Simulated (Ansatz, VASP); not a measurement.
## Two plane-wave programs on MnS

The input INCAR:

```
ALGO = Normal
EDIFF = 1E-7
ENCUT = 520
GGA = PE
ISIF = 2
ISMEAR = -1
ISPIN = 2
LASPH = True
LCHARG = False
LMAXMIX = 4
LORBIT = 11
LREAL = False
LWAVE = False
MAGMOM = 4 0
NBANDS = 20
NELM = 150
PREC = Accurate
SIGMA = 0.05
```

Contents of KPOINTS:

```
k-points
0
Gamma
  9 9 9
```

Contents of POSCAR:

```
MnS
1.0
    1.8421155459      1.0635459063      2.9905958198
   -1.8421155459      1.0635459063      2.9905958198
    0.0000000000     -2.1270918125      2.9905958198
Mn S
1 1
Direct
    0.0000000000      0.0000000000      0.0000000000
    0.5000000000      0.5000000000      0.5000000000
```

The input input.yaml:

```yaml
crystal:
  lattice:
    - [1.8421155459, 1.0635459063, 2.9905958198]
    - [-1.8421155459, 1.0635459063, 2.9905958198]
    - [0.0, -2.1270918125, 2.9905958198]
  atoms:
    - { symbol: Mn, position: [0.0, 0.0, 0.0], spin: 4.0 }
    - { symbol: S, position: [0.5, 0.5, 0.5] }
hamiltonian:
  xc: pbe
  pseudopotentials: { kind: paw }
magnetization:
  spin_polarized: true
kpoints:
  mp_grid: { grid: [9, 9, 9] }
scf:
  occupations: { method: fermi_dirac, width: 0.05 }
output:
  forces: true
  stress: true
  eigenvalues: true
```

Change from the starting cell: volume scaled by 1.02.

Alike in both runs: task single point; functional PBE; k mesh 9 × 9 × 9; occupations fermi-dirac, width 0.05 eV; collinear spin, ferromagnetic start.

|  | VASP | Ansatz |
| --- | --- | --- |
| version | VASP 6.6.1 | Ansatz 0.2.0 |
| potentials or method | VASP PAW PBE potentials, release 64 (Mn_pv, S) | Ansatz PAW |
| plane-wave cutoff (eV) | 520 | 420 |
| valence electrons in the cell | 19 | 21 |

|  | VASP | Ansatz | Ansatz less VASP |
| --- | --- | --- | --- |
| gap on the k mesh at the Fermi level (eV) | none | none | - |
| pressure (GPa) | -2.6 | -2.6 | 0.00 |
| largest component of the traceless stress (GPa) | 0.30 | 0.30 | +0.001 |
| net moment per atom (μB) | 2.35 | 2.35 | -0.001 |
| size of the moment on the site where the two differ most (μB) | 4.25 | 4.20 | -0.050 |

Site moments also hang on the region over which each program counts them. A gap of «none» marks a metal or a gap that the smearing closes. The two sets of potentials don't hold the same shells in valence.

Caveats: a cell with one magnetic atom can't hold antiferromagnetic order, which such compounds often take; semilocal functionals often make such compounds metallic where correlation or magnetic order opens a gap, which also shifts bond lengths.
